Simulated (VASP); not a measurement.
Input of a VASP 6.6.1 run:

The input POSCAR:

```
HfS2                                    
1.0
    3.6169418877     -0.0000000000      0.0000000000
   -1.8084709438      3.1323635630      0.0000000000
    0.0000000000      0.0000000000     18.8800000000
  S               Hf            
     2     1
Direct
     0.3333330000000032    0.6666669999999968    0.4232691160120221
     0.6666669999999968    0.3333330000000032    0.5767308839879779
     0.0000000000000000    0.0000000000000000    0.5000000000000000
```

Contents of INCAR.step1:

```
SYSTEM = HfS2
PREC = Accurate
ENCUT = 520
EDIFF = 1E-5
ISMEAR = 0
SIGMA = 0.03
LREAL = .False.
LASPH = .True.
NELM = 60
ALGO = Normal
ISIF = 2
LWAVE = .True.
LDIPOL = .True.
IDIPOL = 3
DIPOL = 0.5 0.5 0.500
GGA = PE
KPAR = 4
```

INCAR.step2

```
SYSTEM = HfS2
PREC = Accurate
ENCUT = 520
EDIFF = 1E-6
ISMEAR = 0
SIGMA = 0.03
LREAL = .False.
LASPH = .True.
NELM = 60
ALGO = Normal
ISIF = 2
LWAVE = .False.
LCHARG = .True.
LDIPOL = .True.
IDIPOL = 3
DIPOL = 0.5 0.5 0.500
GGA = PE
LHFCALC = .True.
HFSCREEN = 0.2
PRECFOCK = Fast
LVHAR = .True.
LVACPOTAV = .True.
ISTART = 1
KPAR = 4
```

The input KPOINTS:

```
regular mesh
0
Gamma
  6 6 1
  0 0 0
```

Potentials or basis: VASP PAW PBE potentials, release 64 (S, Hf_pv).

Run with:

```sh
$ cat potpaw_PBE.64/S/POTCAR potpaw_PBE.64/Hf_pv/POTCAR > POTCAR
$ cp INCAR.step1 INCAR
$ mpirun -np 4 vasp_std > vasp.out
$ cp INCAR.step2 INCAR
$ mpirun -np 4 vasp_std > vasp.out
```

Predict the ionisation potential of the upper face.

6.97 eV.

Estimate the largest force.

0.168 eV/Å.

Predict the band gap on the k mesh.

2.05 eV, indirect (least direct gap 3.00 eV).

Forces on the atoms (eV/Å):
```
S    0.000  0.000  0.168
S    0.000  0.000 -0.168
Hf   0.000  0.000  0.000
```

Caveat: the PAW data sets were made with another functional, which shifts forces and pressure a little; spin-orbit coupling is left out, which moves the levels of the heavy elements.
